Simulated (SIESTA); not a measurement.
Runs of SIESTA 5.4.2 on AgI. The cell holds a slab with vacuum, 6 atoms: a = 4.656 Å, b = 4.656 Å, c = 23.622 Å, α = 90.00°, β = 90.00°, γ = 61.91°. 

```tsv
task	level	potentials or basis	U	hubbard projector method	U from the first cycle	broadening (eV)	window from (eV)	window to (eV)	gap on the mesh (eV)	largest force (eV/Å)
single point	PW91	PseudoDojo 0.4 standard (PBE files), DZP (energy shift 0.003 Ry; two zetas on semicore shells)	-	-	-	-	-	-	0.09	0.64
density of states	PBE	PseudoDojo 0.4 standard (PBE files), DZP (energy shift 0.003 Ry; two zetas on semicore shells)	-	1	yes	0.1 eV	-10 eV	15 eV	0.09	0.64
single point	RPBE	PseudoDojo 0.4 standard (PBE files), DZP (energy shift 0.003 Ry; two zetas on semicore shells)	-	-	-	-	-	-	0.09	0.67
single point	revPBE	PseudoDojo 0.4 standard (PBE files), DZP (energy shift 0.003 Ry; two zetas on semicore shells)	-	-	-	-	-	-	0.09	0.67
single point	BLYP	PseudoDojo 0.4 standard (PBE files), DZP (energy shift 0.003 Ry; two zetas on semicore shells)	-	-	-	-	-	-	0.09	(a)
single point	PBEsol	PseudoDojo 0.4 standard (PBEsol files), DZP (energy shift 0.003 Ry; two zetas on semicore shells)	-	-	-	-	-	-	0.09	0.66
density of states	PBE+U	PseudoDojo 0.4 standard (PBE files), DZP (energy shift 0.003 Ry; two zetas on semicore shells)	Ag d U = 8 eV	1	yes	0.1 eV	-10 eV	15 eV	0.10	0.67
single point	LDA	PseudoDojo 0.4 standard (LDA files), DZP (energy shift 0.003 Ry; two zetas on semicore shells)	-	-	-	-	-	-	0.09	0.83
```

Alike in all rows: no spin polarisation; cell as given; k mesh 7 × 7 × 1; smearing fermi-dirac 0.05 eV; grid cutoff 800 Ry; energy shift 0.003 Ry.

Question: Fill in the values left out.

Answer: (a) 0.70.

Caveats: spin-orbit coupling is left out, which moves the levels of the heavy elements; the basis of atomic orbitals isn't converged, which shifts pressures, moduli and gaps; the potentials were made for another functional, which shifts forces and pressure (some runs).

A k mesh can miss the band edges, and the runs leave out spin-orbit coupling on Ag, I.
